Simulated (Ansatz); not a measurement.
Input, command and steps of an Ansatz relaxation.

```yaml
crystal:
  lattice:
    - [3.3121157418, 0.0, 0.0]
    - [-1.6560578709, 2.8683763727, 0.0]
    - [0.0, 0.0, 4.187563]
  atoms:
    - { symbol: Al, position: [0.33333333, 0.66666667, 0.75] }
    - { symbol: Al, position: [0.66666667, 0.33333333, 0.25] }
    - { symbol: "N", position: [0.33333333, 0.66666667, 0.25] }
    - { symbol: "N", position: [0.66666667, 0.33333333, 0.75] }
basis:
  ecutwfc: 420
kpoints:
  mp_grid: { grid: [9, 9, 6] }
hamiltonian:
  xc: pbe
scf:
  occupations: { method: gaussian, width: 0.02 }
output:
  forces: true
  stress: true
  eigenvalues: true
relax:
  adjacent_minimum: "off"
  f_tol: 0.005
  max_steps: 80
  cell: { stress_tol: 0.05 }
```

```bash
ansatz run input.yaml --threads 1 --pin off --max-ram 2560MiB --backend cpu --events-out ev --progress --plain --runs-dir out
```

Method: DFT PBE, scalar-relativistic, plane waves, PAW in Ansatz 0.2.0.

Of 5 frames 4 are shown, positions in Å and forces in eV/Å; the SCF threshold varies from step to step. Steps run on the plane waves of an earlier cell, with a Pulay correction in the pressure. The basis is chosen afresh for the last frame, the zero of the energies, and at times for earlier ones too; energy and pressure step there, also at an unchanged geometry.

```xyz
4
Lattice="3.3121 0.0000 0.0000 -1.6561 2.8684 0.0000 0.0000 0.0000 4.1876" Properties=species:S:1:pos:R:3:forces:R:3 pbc="T T T" step=1 free_energy_over_end_meV_per_atom=0.02 pressure_GPa=0.27
Al    0.0000    1.9123    3.1407    0.0000    0.0000    0.0000
Al    1.6561    0.9561    1.0469    0.0000    0.0000    0.0000
N     0.0000    1.9123    1.0469    0.0000    0.0000    0.0000
N     1.6561    0.9561    3.1407    0.0000    0.0000    0.0000
4
Lattice="3.3129 0.0000 0.0000 -1.6565 2.8691 0.0000 0.0000 0.0000 4.1880" Properties=species:S:1:pos:R:3:forces:R:3 pbc="T T T" step=2 free_energy_over_end_meV_per_atom=0.03 pressure_GPa=0.14
Al    0.0000    1.9127    3.1410    0.0000    0.0000    0.0000
Al    1.6565    0.9564    1.0470    0.0000    0.0000    0.0000
N     0.0000    1.9127    1.0470    0.0000    0.0000    0.0000
N     1.6565    0.9564    3.1410    0.0000    0.0000    0.0000
4
Lattice="3.3140 0.0000 0.0000 -1.6570 2.8700 0.0000 0.0000 0.0000 4.1880" Properties=species:S:1:pos:R:3:forces:R:3 pbc="T T T" step=3 free_energy_over_end_meV_per_atom=0.04 pressure_GPa=-0.01
Al    0.0000    1.9134    3.1410    0.0000    0.0000    0.0000
Al    1.6570    0.9567    1.0470    0.0000    0.0000    0.0000
N     0.0000    1.9134    1.0470    0.0000    0.0000    0.0000
N     1.6570    0.9567    3.1410    0.0000    0.0000    0.0000
4
Lattice="3.3143 0.0000 0.0000 -1.6572 2.8703 0.0000 0.0000 0.0000 4.1869" Properties=species:S:1:pos:R:3:forces:R:3 pbc="T T T" step=5 free_energy_over_end_meV_per_atom=0.00 pressure_GPa=0.01
Al    0.0000    1.9135    3.1401    0.0000    0.0000    0.0000
Al    1.6572    0.9568    1.0467    0.0000    0.0000    0.0000
N     0.0000    1.9135    1.0467    0.0000    0.0000    0.0000
N     1.6572    0.9568    3.1401    0.0000    0.0000    0.0000
```

Time: 8 s on 1 thread of Arm Neoverse V1, with other jobs on the host, peak memory 0.3 GiB.